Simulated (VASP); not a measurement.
**Ir: band structure with PBE**

The system is Ir.

```
CELL_PARAMETERS angstrom
0.00000 1.91729 1.91729
1.91729 0.00000 1.91729
1.91729 1.91729 0.00000
ATOMIC_POSITIONS crystal
Ir 0.00000 0.00000 0.00000
```

```yaml
Program: VASP 6.6.1
Task: band structure
Functional: PBE
Potentials_or_basis: VASP PAW PBE potentials, release 64 (Ir)
Cutoff: 520 eV
k_mesh: 16 × 16 × 16
Occupations: methfessel-paxton, width 0.1 eV
Spin: no spin polarisation
Further_INCAR_settings: ALGO = Fast; EDIFF = 1e-07
```

The pressure is 11.3 GPa. The band gap along the path is none (metal or under the smearing width).

Levels at the corners of the path, in eV from the Fermi level:
| point | band 1 | band 2 | band 3 | band 4 | band 5 | band 6 | band 7 | band 8 |
| --- | --- | --- | --- | --- | --- | --- | --- | --- |
| Γ | -11.16 | -3.90 | -3.90 | -3.90 | -1.19 | -1.19 | 14.32 | 19.93 |
| X | -7.95 | -7.37 | 0.88 | 1.50 | 1.50 | 1.70 | 10.57 | 11.73 |
| X | -7.95 | -7.37 | 0.88 | 1.50 | 1.50 | 1.70 | 10.57 | 11.73 |
| W | -6.29 | -4.89 | -4.89 | -1.80 | 1.50 | 8.26 | 9.10 | 9.10 |
| W | -6.29 | -4.89 | -4.89 | -1.80 | 1.50 | 8.26 | 9.10 | 9.10 |
| K | -6.98 | -6.01 | -2.90 | -0.88 | 0.63 | 6.38 | 7.73 | 11.51 |
| K | -6.98 | -6.01 | -2.90 | -0.88 | 0.63 | 6.38 | 7.73 | 11.51 |
| Γ | -11.16 | -3.90 | -3.90 | -3.90 | -1.19 | -1.19 | 14.32 | 19.93 |
| Γ | -11.16 | -3.90 | -3.90 | -3.90 | -1.19 | -1.19 | 14.32 | 19.93 |
| L | -8.13 | -4.01 | -4.01 | -0.77 | 0.91 | 0.91 | 7.31 | 13.86 |
| L | -8.13 | -4.01 | -4.01 | -0.77 | 0.91 | 0.91 | 7.31 | 13.86 |
| U | -6.98 | -6.01 | -2.90 | -0.88 | 0.63 | 6.38 | 7.73 | 11.51 |
| U | -6.98 | -6.01 | -2.90 | -0.88 | 0.63 | 6.38 | 7.73 | 11.51 |
| W | -6.29 | -4.89 | -4.89 | -1.80 | 1.50 | 8.26 | 9.10 | 9.10 |
| W | -6.29 | -4.89 | -4.89 | -1.80 | 1.50 | 8.26 | 9.10 | 9.10 |
| L | -8.13 | -4.01 | -4.01 | -0.77 | 0.91 | 0.91 | 7.31 | 13.86 |
| L | -8.13 | -4.01 | -4.01 | -0.77 | 0.91 | 0.91 | 7.31 | 13.86 |
| K | -6.98 | -6.01 | -2.90 | -0.88 | 0.63 | 6.38 | 7.73 | 11.51 |
| U | -6.98 | -6.01 | -2.90 | -0.88 | 0.63 | 6.38 | 7.73 | 11.51 |
| X | -7.95 | -7.37 | 0.88 | 1.50 | 1.50 | 1.70 | 10.57 | 11.73 |

Run time: 17 s on 1 thread of Intel(R) Xeon(R) 6975P-C (Granite Rapids), on a shared host, peak memory 0.14 GiB.

Caveat: spin-orbit coupling is left out, which moves the levels of the heavy elements.
